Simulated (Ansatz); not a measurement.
**Sb monolayer: the cell at rest**

Aim: bring Sb monolayer to small forces and stress, as phonons need.

Calculated with Ansatz 0.2.0; DFT PBE, scalar-relativistic, plane waves, PAW.

## 1. The structure

The cell holds 2 atoms: 2 Sb. Its edges and angles: a = 4.120 Å, b = 4.120 Å, c = 20.000 Å, α = 90.0°, β = 90.0°, γ = 120.0°. Vacuum lies along c.

## 2. A coarse first look

A quick single point on a coarse mesh tells whether the cell has a gap and how far it is from rest, which sets the k mesh and smearing that follow.

The program solves this slab on a cell height of its own, 27.1 Å, in place of the one typed.

input.yaml reads:

```yaml
crystal:
  lattice:
    - [4.12, 0.0, 0.0]
    - [-2.06, 3.56802, 0.0]
    - [0.0, 0.0, 20.0]
  atoms:
    - { symbol: Sb, position: [0.333333, 0.666667, 0.541] }
    - { symbol: Sb, position: [0.666667, 0.333333, 0.459] }
  periodic: [true, true, false]
kpoints:
  mp_grid: { grid: [6, 6, 1] }
hamiltonian:
  xc: pbe
scf:
  occupations: { method: gaussian, width: 0.1 }
output:
  forces: true
  stress: true
  eigenvalues: true
```

Run with:

```
$ ansatz run input.yaml --threads 8 --pin off --max-ram 14336MiB --backend cpu --events-out ev --progress --plain --runs-dir out
```

Numbers of over 12 decimals in the logs are rounded to 6 here.

What it wrote:

```text
[...]
k-point 1: bands = [... 11 lower, -11.1532, -6.5806, -5.3481, -5.3284, -3.0293, -1.5489 (-1.5489°), -1.5317, -0.1845]
  k-point 2: bands = [... 11 lower, -11.7039, -7.7998, -6.0699, -5.6532, -3.5187, -1.7344, -1.2546, 0.5558]
  k-point 6: bands = [... 11 lower, -13.2650, -8.2966, -6.6070, -6.6070, -3.3022, -1.2327, -1.2327, 1.8138]
  ° read free of the cell's end (the report's vacuum.weakly_bound_levels)
[key lines of the parts left out:]
SCF converged after 6 iterations
Free energy (F): -12968.804422 eV
Fermi energy:    -4.166360 eV
P = ½ c Tr σ = 0.0617 N/m
```

The job ended after 0.71 s (8 threads of Arm Neoverse V1, shared host; peak memory 0.58 GiB; 4.4 s of CPU time).

Numbers from this step:

```
gap on the k-mesh  : 1.287 eV
direct gap on mesh : 1.582 eV
area per atom      : 7.35 Å²
```

The coarse mesh shows a gap of 1.29 eV.

## 3. Bringing the structure to rest

Harmonic phonons are second derivatives at a point where the forces vanish, and they are wanted at zero stress, so atoms and cell are relaxed first.

The program solves this slab on a cell height of its own, 27.1 Å, in place of the one typed.

input.yaml, the sections that differ from step 2:

```yaml
kpoints:
  mp_grid: { grid: [9, 9, 1] }
scf:
  occupations: { method: gaussian, width: 0.02 }
output:
  forces: true
  stress: true
  eigenvalues: true
  write_density: true
  write_potential: true
  elf: true
  volumetric_format: npy
relax:
  adjacent_minimum: "off"
  f_tol: 0.005
  max_steps: 80
  cell: { stress_2d_tol: 0.02 }
# crystal, hamiltonian: as in step 2
```

What it wrote:

```text
[...]
Crystal: 2 atoms, lattice volume = 398.083 Å³
Basis set: ecut = 420 eV, 7687 PW (Γ), exchange–correlation on 60×60×384 points (8 copies of the dense FFT grid, shifted against one another)
Bands: 19, of which v1, the nominal top of the filled ones, is band 15 counted from 1 (14 counted from 0)
Symmetry: 12 space group operations
[...]
k-points: 12 of 81
[...]
SCF iter   1: F=—  HF=-12968.821452 eV  |F-HF|=—  |Δ(HF+E_count)|=         —  Δρ=6.90e-4  dr2=3.29e-3  ethr=1.77e-3  ⟨swp⟩=14.8  Hψ=1903  notcnv=0
[...]
SCF iter   7: F=-12968.821279 eV  HF=-12968.821279 eV  |F-HF|=1.69e-9  |Δ(HF+E_count)|=   2.61e-8  Δρ=2.79e-7  dr2=4.86e-10  ethr=1.02e-10  ⟨swp⟩=9.3  Hψ=1604  notcnv=0
SCF 1 converged in 7 iterations: F = -12968.821279 eV  dr2 = 4.86e-10
[...]
relax step   1: F+E_penalty+E_count = -12968.82127949 eV  Δ(F+E_penalty+E_count) = +0.000e0 eV  max|allowed force component| = 4.742e-2 eV/Å  Δτ_max = 0.0000 Å  P = -0.010 N/m  Ω = 398.083 Å³  fix = [c, alpha, beta]  reactions: c -0.000 N/m  (7 SCF iters, dr2 threshold 1.00e-7 eV, accepted)
Crystal: 2 atoms, lattice volume = 398.765 Å³
[...]
iter 1 solved again at ethr=1.17e-6 eV; its pass at ethr=3.10e-3 eV (dr2=3.52e-4 eV) is discarded
[...]
SCF iter   5: F=-12968.820765 eV  HF=-12968.820765 eV  |F-HF|=7.99e-10  |Δ(HF+E_count)|=   2.40e-8  Δρ=7.02e-7  dr2=2.12e-9  ethr=2.88e-10  ⟨swp⟩=9.5  Hψ=1717  notcnv=0
SCF 2 converged in 5 iterations: F = -12968.820765 eV  dr2 = 2.12e-9
relax step   2: F+E_penalty+E_count = -12968.82076536 eV  Δ(F+E_penalty+E_count) = +5.141e-4 eV  max|allowed force component| = 1.066e-1 eV/Å  Δτ_max = 0.0093 Å  P = +0.082 N/m  Ω = 398.765 Å³  energy of the carried Pulay correction = -2.076e-5 eV  fix = [c, alpha, beta]  (5 SCF iters, dr2 threshold 1.41e-7 eV, rejected (line search))
Crystal: 2 atoms, lattice volume = 398.453 Å³
[...]
SCF iter   8: F=-12968.821412 eV  HF=-12968.821412 eV  |F-HF|=2.73e-11  |Δ(HF+E_count)|=  3.27e-11  Δρ=4.99e-9  dr2=2.30e-13  ethr=1.00e-12  ⟨swp⟩=9.5  Hψ=1365  notcnv=0
SCF 3 converged in 8 iterations: F = -12968.821412 eV  dr2 = 2.30e-13
relax step   3: F+E_penalty+E_count = -12968.82141239 eV  Δ(F+E_penalty+E_count) = -1.329e-4 eV  max|allowed force component| = 7.728e-4 eV/Å  Δτ_max = 0.0031 Å  P = +0.011 N/m  Ω = 398.453 Å³  energy of the carried Pulay correction = -1.126e-5 eV  fix = [c, alpha, beta]  reactions: c +0.000 N/m  (8 SCF iters, accepted)
[...]
SCF iter   1: F=—  HF=-12968.821388 eV  |F-HF|=—  |Δ(HF+E_count)|=         —  Δρ=1.08e-6  dr2=3.41e-9  ethr=1.26e-6  ⟨swp⟩=4.6  Hψ=2629  notcnv=0
eigensolver tolerance schedule: the retry pair's looser diagonalisation over-reported the residual by 110704.43 of it (diagonalisation noise at an unbounded share of the residual, at the tolerance the schedule requests for it); recorded, not acted on — ethr = c·dr2/N_el stays at c = 1.0e-1
[...]
SCF iter   2: F=—  HF=-12968.821426 eV  |F-HF|=—  |Δ(HF+E_count)|=   3.76e-5  Δρ=6.59e-7  dr2=1.76e-9  ethr=1.14e-11  ⟨swp⟩=6.5  Hψ=877  notcnv=0
[...]
SCF iter   6: F=-12968.821426 eV  HF=-12968.821426 eV  |F-HF|=1.09e-11  |Δ(HF+E_count)|=  4.37e-11  Δρ=2.45e-8  dr2=2.18e-12  ethr=1.00e-12  ⟨swp⟩=10.9  Hψ=1489  notcnv=0
SCF 4 converged in 6 iterations: F = -12968.821426 eV  dr2 = 2.18e-12
relax step   4: F+E_penalty+E_count = -12968.82142589 eV  Δ(F+E_penalty+E_count) = -1.349e-5 eV  max|allowed force component| = 7.679e-4 eV/Å  Δτ_max = 0.0000 Å  P = +0.011 N/m  Ω = 398.453 Å³  fix = [c, alpha, beta]  reactions: c +0.000 N/m  stress off target by 1.09e-2 N/m on what of the cell is left free  SCF on the basis re-selected at this cell (its energy is not comparable with the rows above)  (6 SCF iters)
basis re-selected at this cell: Δ(F+E_penalty+E_count) = -1.349e-5 eV, ΔP = -0.000 N/m vs the last step (what re-selecting the basis moved, of the pressure what is left beyond the Pulay correction that the steps carried, after the strain that the cell walked since its last selection, with what the two solves' SCF thresholds leave and, on support functions, any second-order correction that the steps lacked; it is no m [...]
SCF converged after 6 iterations
Free energy (F): -12968.821426 eV
[...]
Internal energy: -12968.821426 eV  (E = F + TS)
E sigma→0 (E₀):  -12968.821426 eV
Fermi energy:    -4.187854 eV
[...]
--- Forces (eV/Å), atoms counted from 1 ---
  atom   1  Sb     0.00000000    -0.00000000     0.00076792
  atom   2  Sb     0.00000000     0.00000000    -0.00076792
  max |Σ_I F_I| component: 9.25e-18 eV/Å
--- 2D stress c σ (N/m, compression-positive) ---
        0.010873      -0.000000       0.000000
       -0.000000       0.010873      -0.000000
        0.000000      -0.000000       0.000000
  P = ½ c Tr σ = 0.0109 N/m
--- Band table (eV; the first three rows and the last of 12) ---
  k-point 0: bands = [... 11 lower, -11.1344, -5.4182, -4.8426, -4.8426, -3.2565, -2.0483, -2.0483, -0.5318]
  k-point 1: bands = [... 11 lower, -11.1348, -5.9164, -5.3675, -5.1229, -2.7604, -1.9967, -1.7821, -0.3601]
  k-point 2: bands = [... 11 lower, -11.2446, -7.2000, -5.6539, -5.3341, -3.3559, -1.3976 (-1.3976°), -1.3428, -0.0380]
  k-point 11: bands = [... 11 lower, -13.2927, -8.3260, -6.6199, -6.6199, -3.3045, -1.2325, -1.2325, 1.8063]
  ° read free of the cell's end (the report's vacuum.weakly_bound_levels)
--- Relaxed structure (3 steps of the walk, 2 accepted, 1 SCFs on fresh bases) ---
  F+E_penalty+E_count = -12968.82142589 eV   max|allowed force component| = 7.679e-4 eV/Å   (the final SCF, on the basis selected at the relaxed cell)
  cell:  # Å, volume = 398.4526 Å³
    - [4.121912, 0, 0]
    - [-2.060956, 3.569680, 0]
    - [0, 0, 27.080000]
  atoms:
    - { symbol: Sb, position: [0.333333, 0.666667, 0.399443] }
    - { symbol: Sb, position: [0.666667, 0.333333, 0.339109] }
```

The job ended after 4.7 s (8 threads; peak memory 0.73 GiB).

The steps of the relaxation:

```
step  energy less that of the first step (eV)  largest force component (eV/Å)  volume (Å³)
   1                                   0.0000                          0.0474       398.08
   2                                   0.0005                          0.1066       398.77
   3                                  -0.0001                          0.0008       398.45
  4*                                  -0.0001                          0.0008       398.45
```

Relaxation steps marked * repeat the geometry before them on a plane-wave basis chosen anew for their cell, so energy and pressure can jump there. Relaxation step 2 was tried and not accepted.

Forces are held to the 12 operations that the run works with; a distortion that breaks them can't arise in this run.

```
cell as run  before  after  change
      a (Å)   4.120  4.122  +0.0 %
      b (Å)   4.120  4.122  +0.0 %
```

Final coordinates:

```xyz
2
Lattice="4.1219 0.0000 0.0000 -2.0610 3.5697 0.0000 0.0000 0.0000 27.0800" Properties=species:S:1:pos:R:3
Sb    0.0000    2.3798   10.8169
Sb    2.0610    1.1899    9.1831
```

Numbers from this step:

```yaml
gap_on_the_k_mesh: 1.310 eV
direct_gap_on_mesh: 1.586 eV
area_per_atom: 7.357 Å²
```

Valence density in the ac plane at fractional y = 0.333, with atoms of Sb within 0.2 Å of it. It is the smooth field of the valence electrons, not physical close to the nuclei.

Ten steps, logarithmic in the rise over the least value, from '0' (0 e/Å³) to '9' (11 e/Å³), each cell a mean:
```
00000000000000
00000000000000
00000000000000
00000000000000
00000000000000
00000000000000
00000000000000
00000000000000
00000000000000
00000000000000
00000000000000
00000000000000
00000000000000
11111100000000
22222222222222
21111235899743
10001124676532
00000000000000
00000000000000
00000000000000
00000000000000
00000000000000
00000000000000
00000000000000
```
Columns run along a (4.1 Å), rows up along c (27.1 Å). Atoms in or near the plane, at fractional coordinates: Sb at (0.67, 0.34).

ELF in the ac plane at fractional y = 0.333, with atoms of Sb within 0.2 Å of it. It is the smooth field of the valence electrons, not physical close to the nuclei.

Ten even steps from '_' (0.00) to '@' (0.78), each cell a mean:
```
____________________________
____________________________
____________________________
____________________________
____________________________
____________________________
____________________________
____________________________
____________________________
____________________________
____________________________
____________________________
::--====::..______________..
**##%%%%##++::..________::==
**++++++****++==------==++**
**==--==****==--..__..::==++
++::__..==####**++==++**##%%
::______..==##%%@@@@@@@@##++
____________....::--::::..__
____________________________
____________________________
____________________________
____________________________
____________________________
```
Columns run along a (4.1 Å), rows up along c (27.1 Å). Atoms in or near the plane, at fractional coordinates: Sb at (0.67, 0.34).

Electrostatic potential energy in the ac plane at fractional y = 0.333, with atoms of Sb within 0.2 Å of it. With pseudopotentials it is smooth inside the atoms' cores, unlike the true potential.

Ten even steps from '0' (-18 eV) to '9' (0 eV), each cell a mean:
```
99999999999999
99999999999999
99999999999999
99999999999999
99999999999999
99999999999999
99999999999999
99999999999999
99999999999999
99999999999999
99999999999999
99999999999999
99999999999999
88778899999999
65556777656677
78887510000003
89998742111246
99999999999999
99999999999999
99999999999999
99999999999999
99999999999999
99999999999999
99999999999999
```
Columns run along a (4.1 Å; values clipped at the 3rd and 97th percentile), rows up along c (27.1 Å). Atoms in or near the plane, at fractional coordinates: Sb at (0.67, 0.34).

## 4. Tight relaxation

Phonons need a cell at rest on their own settings, so the relaxation is repeated with tight tolerances on forces and stress on the k mesh and occupations of the first response run.

input.yaml, the sections that differ from step 3:

```yaml
crystal:
  lattice:
    - [4.1219117721, 0.0, 0.0]
    - [-2.0609558861, 3.5696803068, 0.0]
    - [0.0, 0.0, 27.08]
  atoms:
    - { symbol: Sb, position: [0.3333333333, 0.6666666667, 0.3994431076] }
    - { symbol: Sb, position: [0.6666666667, 0.3333333333, 0.3391093296] }
  periodic: [true, true, false]
scf:
  occupations: { method: fixed }
relax:
  adjacent_minimum: "off"
  f_tol: 0.001
  max_steps: 60
  cell: { stress_2d_tol: 0.002 }
# kpoints, hamiltonian, output: as in step 3
```

What it wrote:

```text
[...]
Crystal: 2 atoms, lattice volume = 398.453 Å³
Basis set: ecut = 420 eV, 7687 PW (Γ), exchange–correlation on 60×60×384 points (8 copies of the dense FFT grid, shifted against one another)
Bands: 19, of which v1, the nominal top of the filled ones, is band 15 counted from 1 (14 counted from 0)
[... 1 set-up line as in the run before ...]
[...]
k-points: 12 of 81
[...]
° read free of the cell's end (the report's vacuum.weakly_bound_levels)
--- Relaxed structure (4 steps of the walk, 4 accepted, 1 SCFs on fresh bases) ---
[...]
cell:  # Å, volume = 398.6834 Å³
    - [4.123105, 2.887599592424833e-11, 0]
    - [-2.061553, 3.570714, 0]
    - [0, 0, 27.08]
  atoms:
    - { symbol: Sb, position: [0.333333, 0.666667, 0.399439] }
    - { symbol: Sb, position: [0.666667, 0.333333, 0.339114] }
[key lines of the parts left out:]
SCF converged after 9 iterations
Free energy (F): -12968.821427 eV
Fermi energy:    -4.845333 eV
P = ½ c Tr σ = -0.0016 N/m
```

It took 5.4 s on 8 threads; peak memory 0.78 GiB; 37 s of CPU time.

Little changed from the start: no atom moved by 0.005 Å and no cell edge by 0.1 %.

This step gave:

```yaml
gap_on_the_k_mesh: 1.312 eV
direct_gap_on_mesh: 1.584 eV
area_per_atom: 7.361 Å²
```

ELF in the ac plane at fractional y = 0.333, with atoms of Sb within 0.2 Å of it. It is the smooth field of the valence electrons, not physical close to the nuclei.

Ten even steps from '0' (0.00) to '9' (0.78), each cell a mean:
```
00000000000000
00000000000000
00000000000000
00000000000000
00000000000000
00000000000000
00000000000000
00000000000000
00000000000000
00000000000000
00000000000000
00000000000000
23442100000001
67887521000024
65556654333456
64346643101245
52014776545678
20001478999975
00000011232210
00000000000000
00000000000000
00000000000000
00000000000000
00000000000000
```
Columns run along a (4.1 Å), rows up along c (27.1 Å). Atoms in or near the plane, at fractional coordinates: Sb at (0.67, 0.34).

Electrostatic potential energy in the ac plane at fractional y = 0.333, with atoms of Sb within 0.2 Å of it. With pseudopotentials it is smooth inside the atoms' cores, unlike the true potential.

Ten even steps from '0' (-18 eV) to '9' (0 eV), each cell a mean:
```
99999999999999
99999999999999
99999999999999
99999999999999
99999999999999
99999999999999
99999999999999
99999999999999
99999999999999
99999999999999
99999999999999
99999999999999
99999999999999
88778899999999
65556777656677
78887510000003
89998742111246
99999999999999
99999999999999
99999999999999
99999999999999
99999999999999
99999999999999
99999999999999
```
Columns run along a (4.1 Å; values clipped at the 3rd and 97th percentile), rows up along c (27.1 Å). Atoms in or near the plane, at fractional coordinates: Sb at (0.67, 0.34).

Valence density in the ac plane at fractional y = 0.333, with atoms of Sb within 0.2 Å of it. It is the smooth field of the valence electrons, not physical close to the nuclei.

Ten steps, logarithmic in the rise over the least value, from '_' (0 e/Å³) to '@' (11 e/Å³), each cell a mean:
```
____________________________
____________________________
____________________________
____________________________
____________________________
____________________________
____________________________
____________________________
____________________________
____________________________
____________________________
____________________________
____________________________
............________________
::::::::::::::::::::::::::::
::........::--++%%@@@@##==--
..______....::==**##**++--::
____________________________
____________________________
____________________________
____________________________
____________________________
____________________________
____________________________
```
Columns run along a (4.1 Å), rows up along c (27.1 Å). Atoms in or near the plane, at fractional coordinates: Sb at (0.67, 0.34).

The largest force component left is 0.85 meV/Å, within the tolerances set.

## 5. Summary of results

| Property | Result |
| --- | --- |
| space group after relaxation (within 0.01 Å) | P-3m1 |
| lattice constant a | 4.123 Å |
| lattice constant b | 4.123 Å |
| area per atom | 7.36 Å² |
| gap on the k-mesh | 1.31 eV |

**Reading.** The largest force component left is 0.85 meV/Å, within the tolerances set. The relaxation keeps the symmetry of its start, so it says nothing on stability against lower symmetry. Spin-orbit coupling is left out, which can matter for the heavy elements here. The starting cell was built on a prototype and not taken from a measurement.

[Logs are printed without paths, hosts, clocks, repeated set-up lines and the standing remarks that a program may print on its own settings, such as how far it seeks lower states.]

[Hosts, paths, dates, database ids (printed as entryN), source tags and the programs' standing remarks are cut or masked in the printed files.]
